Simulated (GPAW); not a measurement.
# Ni: single point with PBE

Crystal: Ni.

```
CELL_PARAMETERS angstrom
0.00000 1.73757 1.73757
1.73757 0.00000 1.73757
1.73757 1.73757 0.00000
ATOMIC_POSITIONS crystal
Ni 0.00000 0.00000 0.00000
```

```
Program             : GPAW 26.7.0
Task                : single point
Functional          : PBE
Potentials or basis : GPAW PAW data sets (gpaw-data 1.2.1)
Cutoff              : 600 eV
Basis               : pw
k mesh              : 13 × 13 × 13
Occupations         : gaussian, width 0.025 eV
Spin                : collinear spin, ferromagnetic start
Starting moments    : [1.0] μB
```

The pressure is 10.5 GPa and the band gap on the k mesh is none (metal or under the smearing width). The net moment is 0.64 μB per cell. The site moments are Ni +0.68 μB.

Levels at points of the mesh, in eV from the Fermi level:
Spin up:
| k point | band 4 | band 5 | band 6 | band 7 | band 8 | band 9 | band 10 | band 11 | band 12 | band 13 |
| --- | --- | --- | --- | --- | --- | --- | --- | --- | --- | --- |
| (0.00, 0.00, 0.00) | -9.48 | -2.63 | -2.63 | -2.63 | -1.35 | -1.35 | 23.92 | 27.86 | 27.86 | 27.86 |
Spin down:
```csv
k point,band 6,band 7,band 8,band 9,band 10,band 11
"(0.00, 0.00, 0.00)",-1.84,-1.84,-0.75,-0.75,23.73,27.83
```

It took 16 s on 1 thread of Intel(R) Xeon(R) Platinum 8488C (Sapphire Rapids), on a shared host, peak memory 0.15 GiB.

Caveat: the stock nickel data set gives pressures a few GPa off other programs.
